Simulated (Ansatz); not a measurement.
Runs of Ansatz 0.2.0 on ZnO (zincite). Symmetry: P6_3mc, No. 186, hexagonal system. The conventional cell has a = 3.249 Å, b = 3.249 Å, c = 5.206 Å, α = 90.00°, β = 90.00°, γ = 120.00°. Zn (site symmetry 3m) is surrounded by 4 O at 1.97 to 1.98 Å. Around O (site symmetry 3m) lie 4 Zn at 1.97 to 1.98 Å. 

```csv
task,level,cell,points for each segment of the path,target pressure (GPa),gap on the mesh (eV),pressure (GPa),relaxed volume (Å³/atom)
band structure,LDA,as given,14,-,0.73,-7.1,-
relaxation of cell and atoms,revPBE+D4,relaxed,-,-,0.85,0.0,11.99
relaxation of cell and atoms,LDA,relaxed to 30 GPa,-,30,1.00,30.0,-
relaxation of cell and atoms,revPBE,relaxed,-,-,0.78,0.0,(b)
relaxation of cell and atoms,revPBE+D3(BJ),relaxed,-,-,(c),0.0,12.08
relaxation of cell and atoms,LDA,relaxed to 20 GPa,-,20,(a),20.0,-
```

Alike in all rows: potentials or basis Ansatz PAW; no spin polarisation; k mesh 7 × 7 × 4; cutoff (eV) 420; smearing fermi-dirac 0.05 eV.

Task: Fill in the values left out.

Result: (a) 0.95; (b) 12.64; (c) 0.84.

Caveats: the PAW data sets come from PBE, with cores solved anew for the run's functional, which leaves a small shift of forces and pressure; odd divisions of the mesh miss points on the zone boundary, where band edges often lie, so the gap on the mesh can be too wide (some runs); the plane-wave basis is chosen anew once the cell has moved, so the energies of steps on either side of that aren't comparable (some runs); the volume moved by over 15 % at a fixed basis, so the end points are rough (some runs).

Runs at the PBE level aren't shown here.
